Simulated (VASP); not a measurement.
# BaTe (Fm-3m) in VASP: further runs

Runs on BaTe. Level: r2SCAN. Tasks: single point.

All numbers are computed with VASP 6.6.1; they aren't measurements. Logs are shortened: lines on timing, memory, paths and dates and some standing lists are left out, and cuts for length are marked.

## (1) Starting point

It takes space group Fm-3m (No. 225, cubic). The conventional cell has a = 6.820 Å, b = 6.820 Å, c = 6.820 Å, α = 90.00°, β = 90.00°, γ = 90.00°. Ba (site symmetry m-3m) has 6 Te at 3.41 Å as nearest neighbours. Te (site symmetry m-3m) is surrounded by 6 Ba at 3.41 Å.

## (2) Single point, r2SCAN

INCAR reads:

```
SYSTEM = BaTe
ADDGRID  = .FALSE.      
ALGO     = Normal         ! electronic algorithm
EDIFF    = 1E-6           ! SCF threshold, eV
ENCUT    = 350            ! plane-wave cutoff, eV
ISIF     = 2              ! what is computed and relaxed
ISMEAR   = 0              ! smearing method
LASPH    = .TRUE.         ! aspherical terms in the spheres
LCHARG   = .FALSE.        ! write CHGCAR
LMIXTAU  = .TRUE.       
LREAL    = .FALSE.        ! projectors in reciprocal space
LWAVE    = .FALSE.        ! write WAVECAR
METAGGA  = R2SCAN         ! meta-GGA
NELM     = 100            ! most SCF steps
PREC     = Accurate       ! precision mode
SIGMA    = 0.05           ! smearing width, eV
```

KPOINTS reads:

```
k-points
0
G
  2 2 2
  0 0 0
```

POSCAR reads:

```
BaTe
1.0
    0.0000000000      3.4100000000      3.4100000000
    3.4100000000      0.0000000000      3.4100000000
    3.4100000000      3.4100000000      0.0000000000
Ba Te
1 1
Direct
    0.0000000000      0.0000000000      0.0000000000
    0.5000000000      0.5000000000      0.5000000000
```

Potentials or basis: VASP PAW PBE potentials, release 64 (Ba_sv, Te).

The run is started by

```console
cat potpaw_PBE.64/Ba_sv/POTCAR potpaw_PBE.64/Te/POTCAR > POTCAR
mpirun -np 1 vasp_std > vasp.out
```

OUTCAR:

```text
SYSTEM = BaTe
   EDIFF = 1E-6
   ENCUT = 350
   ISIF = 2
   ISMEAR = 0
   LASPH = .TRUE.
   LREAL = .FALSE.
   METAGGA = R2SCAN
   NELM = 100
   PREC = Accurate

 Found      3 irreducible k-points:

 Following reciprocal coordinates:
            Coordinates               Weight
  0.000000  0.000000  0.000000      1.000000
  0.500000  0.000000  0.000000      4.000000
  0.500000  0.500000  0.000000      3.000000
   k-points           NKPTS =      3   k-points in BZ     NKDIM =      3   number of bands    NBANDS=     12
   number of dos      NEDOS =    301   number of ions     NIONS =      2
   total plane-waves  NPLWV =  27000
   dimension x,y,z NGX =    30 NGY =   30 NGZ =   30
   dimension x,y,z NGXF=    60 NGYF=   60 NGZF=   60
   ions per type =               1   1
   NGX,Y,Z   is equivalent  to a cutoff of  10.34, 10.34, 10.34 a.u.
   NGXF,Y,Z  is equivalent  to a cutoff of  20.68, 20.68, 20.68 a.u.
 SYSTEM =  BaTe
   PREC   = accura    normal or accurate (medium, high low for compatibility)
   ISTART =      0    job   : 0-new  1-cont  2-samecut
   ICHARG =      2    charge: 1-file 2-atom 10-const
   ISPIN  =      1    spin polarized calculation?
   LNONCOLLINEAR =      F non collinear calculations
   LSORBIT =      F    spin-orbit coupling
   LASPH  =      T    aspherical Exc in radial PAW
   ENCUT  =  350.0 eV  25.72 Ry    5.07 a.u.   7.36  7.36  7.36*2*pi/ulx,y,z
   NELM   =    100;   NELMIN=  2; NELMDL= -5     # of ELM steps
   EDIFF  = 0.1E-05   stopping-criterion for ELM
   LREAL  =      F    real-space projection
   EDIFFG = 0.1E-04   stopping-criterion for IOM
   NSW    =      0    number of steps for IOM
   IBRION =     -1    ionic relax: 0-MD 1-quasi-New 2-CG
   NFREE  =      0    steps in history (QN), initial steepest desc. (CG)
   ISIF   =      2    stress and relaxation
   ISYM   =      2    0-nonsym 1-usesym 2-fastsym
   POTIM  = 0.5000    time-step for ionic-motion
   TEBEG  =    0.0;   TEEND  =   0.0 temperature during run
   PSTRESS=    0.0 pullay stress
   NELECT =      16.0000    total number of electrons
   NUPDOWN=      -1.0000    fix difference up-down
   EMIN   =  10.00;   EMAX   =-10.00  energy-range for DOS
   EFERMI =   0.00;   METHOD = LEGACY
   ISMEAR =     0;   SIGMA  =   0.05  broadening in eV -4-tet -1-fermi 0-gaus
   EFERMI_NEDOS =   21; number of points for ismear=-14 and -15
   IALGO  =     38    algorithm
   IMIX   =      4    mixing-type and parameters
     AMIX     =   0.40;   BMIX     =  1.00
     AMIX_MAG =   1.60;   BMIX_MAG =  1.00
  volume/ion in A,a.u.               =      39.65       267.58
  Fermi-wavevector in a.u.,A,eV,Ry     =   0.960175  1.814468 12.543704  0.921936
  Thomas-Fermi vector in A             =   2.089436
   LORBIT       =      0    0 simple, 1 ext, 2 COOP (PROOUT), +10 PAW based schemes
   METAGGA = R2SCAN    functional components
   LHFCALC =     F    Hartree Fock is set to
   AEXX    =    0.0000 exact exchange contribution
   IVDW    =     0    specifies the selected vdW correction
   LEPSILON=     F    determine dielectric tensor
   LRPA    =     F    only Hartree local field effects (RPA)
 non-spin polarized calculation
 Gauss-broadening in eV      SIGMA  =   0.05
  energy-cutoff  :      350.00
  volume of cell :       79.30
 maximum number of plane-waves:      1243
 NGX is ok and might be reduce to    30
   NGX = 15   NGY = 15   NGZ = 15

 number of electron      16.0000000 magnetization

 Free energy of the ion-electron system (eV)
  ---------------------------------------------------
  ext. energy  EPLUGINS =         0.00000000
  ---------------------------------------------------
  free energy    TOTEN  =       -55.42118142 eV

  energy without entropy =      -55.42118142  energy(sigma->0) =      -55.42118142

 E-fermi :   3.0163     XC(G=0):  -8.9205

 val. band max:        2.7643207809   @ k =   0.0000   0.0000   0.0000
 cond. band min:       4.2787741882   @ k =   0.5000   0.5000   0.0000
 fundamental gap:      1.5144534073
 Fermi energy:         3.0163075870

 k-point     1 :       0.0000    0.0000    0.0000
  band No.  band energies     occupation
      1     -25.1313      2.00000
      2      -9.8685      2.00000
      3      -9.8685      2.00000
      4      -9.8685      2.00000
      5      -7.1951      2.00000
      6       2.7643      2.00000
      7       2.7643      2.00000
      8       2.7643      2.00000
      9       5.8641      0.00000
     10       5.8641      0.00000
     11       5.8641      0.00000
     12       6.5995      0.00000

 k-point     2 :       0.5000    0.0000    0.0000
  band No.  band energies     occupation
      1     -25.1100      2.00000
      2     -10.4519      2.00000
      3      -9.8799      2.00000
      4      -9.8799      2.00000
      5      -6.1845      2.00000
      6       0.2554      2.00000
      7       1.4290      2.00000
      8       1.4290      2.00000
      9       7.3862      0.00000
     10       8.0507      0.00000
     11       8.1262      0.00000
     12       8.1262      0.00000

 k-point     3 :       0.5000    0.5000    0.0000
  band No.  band energies     occupation
      1     -25.1032      2.00000
      2     -10.1521      2.00000
      3      -9.9820      2.00000
      4      -9.9820      2.00000
      5      -6.9497      2.00000
      6       1.5538      2.00000
      7       2.3636      2.00000
      8       2.3636      2.00000
      9       4.2788      0.00000
     10       7.6433      0.00000
     11       8.3689      0.00000
     12       9.0647      0.00000

------------------------ aborting loop because EDIFF is reached ----------------------------------------

  FORCE on cell =-STRESS in cart. coord.  units (eV):
  Direction    XX          YY          ZZ          XY          YZ          ZX
  --------------------------------------------------------------------------------------
  -------------------------------------------------------------------------------------
  Total        3.2649246      3.2649246      3.2649246      0.0000000      0.0000000      0.0000000
  in kB       65.9615123     65.9615123     65.9615123      0.0000000      0.0000000      0.0000000
  external PRESSURE =      65.9615123 kB  Pullay stress =       0.0000000 kB

 VOLUME and BASIS-vectors are now :
 -----------------------------------------------------------------------------
  energy-cutoff  :      350.00
  volume of cell :       79.30
      direct lattice vectors                 reciprocal lattice vectors
     0.000000000  3.410000000  3.410000000    -0.146627566  0.146627566  0.146627566
     3.410000000  0.000000000  3.410000000     0.146627566 -0.146627566  0.146627566
     3.410000000  3.410000000  0.000000000     0.146627566  0.146627566 -0.146627566

 POSITION                                       TOTAL-FORCE (eV/Angst)
 -----------------------------------------------------------------------------------
      0.00000      0.00000      0.00000        -0.000000      0.000000     -0.000000
      3.41000      3.41000      3.41000         0.000000      0.000000      0.000000
 -----------------------------------------------------------------------------------
    total drift:                               -0.000000      0.000000      0.000000

  FREE ENERGIE OF THE ION-ELECTRON SYSTEM (eV)
  ---------------------------------------------------
  free  energy   TOTEN  =       -55.4211814212 eV

  energy  without entropy=      -55.4211814212  energy(sigma->0) =      -55.42118142
```

Run time: 43 s. Hardware: 1 thread of AMD EPYC 7R43 (Zen 3), shared host; peak memory 0.13 GiB.

These settings aren't checked as converged: the numbers below hold their error.

Results:

| Property | Result |
| --- | --- |
| Free energy | -55.4212 eV |
| Pressure | 6.6 GPa |
| Band gap on the k mesh | 1.51 eV, indirect (least direct gap 1.92 eV) |

Caveat: the k mesh is coarse (spacing up to 0.80 Å⁻¹), so the values aren't converged; the PAW data sets were made with another functional, which shifts forces and pressure a little; spin-orbit coupling is left out, which moves the levels of the heavy elements.

## (3) Single point, r2SCAN

INCAR is that of step 2.

KPOINTS is that of step 2.

POSCAR reads:

```
BaTe
1.0
    0.0000000000      3.4100000000      3.4100000000
    3.4100000000      0.0000000000      3.4100000000
    3.4100000000      3.4100000000      0.0000000000
Ba Te
1 1
Direct
   -0.0114420000     -0.0073020000      0.0189620000
    0.5174540000      0.4974090000      0.5124580000
```

Potentials or basis: VASP PAW PBE potentials, release 64 (Ba_sv, Te).

The run is started by

```console
cat potpaw_PBE.64/Ba_sv/POTCAR potpaw_PBE.64/Te/POTCAR > POTCAR
mpirun -np 1 vasp_std > vasp.out
```

Wall time 68 s (1 thread of AMD EPYC 7R43 (Zen 3), shared host); peak memory 0.13 GiB.

The run converged, but some of its settings lie outside the range that counts as converged, so its numbers aren't taken as properties of the crystal.

What came out:

| Property | Result |
| --- | --- |
| Free energy | -55.4199 eV |
| Pressure | 6.5 GPa |
| Largest force | 0.047 eV/Å |
| Band gap on the k mesh | 1.58 eV, indirect (least direct gap 1.96 eV) |

Caveat: the k mesh is coarse (spacing up to 0.80 Å⁻¹), so the values aren't converged; the PAW data sets were made with another functional, which shifts forces and pressure a little; spin-orbit coupling is left out, which moves the levels of the heavy elements.

## (4) Single point, r2SCAN

Edit INCAR of step 3 so:

```diff
@@ -4,3 +4,3 @@
 EDIFF    = 1E-6           ! SCF threshold, eV
-ENCUT    = 350            ! plane-wave cutoff, eV
+ENCUT    = 400            ! plane-wave cutoff, eV
 ISIF     = 2              ! what is computed and relaxed
```

KPOINTS is that of step 3.

POSCAR reads:

```
BaTe
1.0
    0.0000000000      3.4100000000      3.4100000000
    3.4100000000      0.0000000000      3.4100000000
    3.4100000000      3.4100000000      0.0000000000
Ba Te
1 1
Direct
    0.0000000000      0.0000000000      0.0000000000
    0.5000000000      0.5000000000      0.5000000000
```

The run is started by

```console
cat potpaw_PBE.64/Ba_sv/POTCAR potpaw_PBE.64/Te/POTCAR > POTCAR
mpirun -np 1 vasp_std > vasp.out
```

Run time: 54 s. Hardware: 1 thread of AMD EPYC 7R43 (Zen 3), shared host; peak memory 0.14 GiB.

These settings aren't checked as converged: the numbers below hold their error.

Results:

| Item | Value |
| --- | --- |
| Free energy | -55.4219 eV |
| Pressure | 6.6 GPa |
| Band gap on the k mesh | 1.51 eV, indirect (least direct gap 1.92 eV) |

Caveat: the k mesh is coarse (spacing up to 0.80 Å⁻¹), so the values aren't converged; the PAW data sets were made with another functional, which shifts forces and pressure a little; spin-orbit coupling is left out, which moves the levels of the heavy elements.

## (5) Single point, r2SCAN

INCAR is that of step 4.

KPOINTS is that of step 4.

POSCAR reads:

```
BaTe
1.0
    0.0000000000      3.4100000000      3.4100000000
    3.4100000000      0.0000000000      3.4100000000
    3.4100000000      3.4100000000      0.0000000000
Ba Te
1 1
Direct
   -0.0114420000     -0.0073020000      0.0189620000
    0.5174540000      0.4974090000      0.5124580000
```

The run is started by

```console
cat potpaw_PBE.64/Ba_sv/POTCAR potpaw_PBE.64/Te/POTCAR > POTCAR
mpirun -np 1 vasp_std > vasp.out
```

It took 55 s on 1 thread of AMD EPYC 7R43 (Zen 3), shared host; peak memory 0.14 GiB.

The run converged, but some of its settings lie outside the range that counts as converged, so its numbers aren't taken as properties of the crystal.

What came out:

| Quantity | Value |
| --- | --- |
| Free energy | -55.4205 eV |
| Pressure | 6.6 GPa |
| Largest force | 0.047 eV/Å |
| Band gap on the k mesh | 1.58 eV, indirect (least direct gap 1.96 eV) |

Caveat: the k mesh is coarse (spacing up to 0.80 Å⁻¹), so the values aren't converged; the PAW data sets were made with another functional, which shifts forces and pressure a little; spin-orbit coupling is left out, which moves the levels of the heavy elements.

## (6) Single point, r2SCAN

Edit INCAR of step 5 so:

```diff
@@ -4,3 +4,3 @@
 EDIFF    = 1E-6           ! SCF threshold, eV
-ENCUT    = 400            ! plane-wave cutoff, eV
+ENCUT    = 450            ! plane-wave cutoff, eV
 ISIF     = 2              ! what is computed and relaxed
```

KPOINTS is that of step 5.

POSCAR reads:

```
BaTe
1.0
    0.0000000000      3.4100000000      3.4100000000
    3.4100000000      0.0000000000      3.4100000000
    3.4100000000      3.4100000000      0.0000000000
Ba Te
1 1
Direct
    0.0000000000      0.0000000000      0.0000000000
    0.5000000000      0.5000000000      0.5000000000
```

Potentials or basis: VASP PAW PBE potentials, release 64 (Ba_sv, Te).

The run is started by

```console
cat potpaw_PBE.64/Ba_sv/POTCAR potpaw_PBE.64/Te/POTCAR > POTCAR
mpirun -np 1 vasp_std > vasp.out
```

Run time: 47 s. Hardware: 1 thread of AMD EPYC 7R43 (Zen 3), shared host; peak memory 0.18 GiB.

These settings aren't checked as converged: the numbers below hold their error.

What came out:

| Property | Result |
| --- | --- |
| Free energy | -55.4224 eV |
| Pressure | 6.6 GPa |
| Band gap on the k mesh | 1.51 eV, indirect (least direct gap 1.92 eV) |

Caveat: the k mesh is coarse (spacing up to 0.80 Å⁻¹), so the values aren't converged; the PAW data sets were made with another functional, which shifts forces and pressure a little; spin-orbit coupling is left out, which moves the levels of the heavy elements.

## (7) The reference run

An earlier run on the cell as given: functional PBE; potentials or basis VASP PAW PBE potentials, release 64 (Ba_sv, Te); cutoff 520 eV; k mesh 7 × 7 × 7; occupations fermi-dirac, width 0.05 eV; no spin polarisation.

- Pressure: 4.2 GPa
- Band gap on the k mesh: 1.38 eV, indirect (least direct gap 1.76 eV)
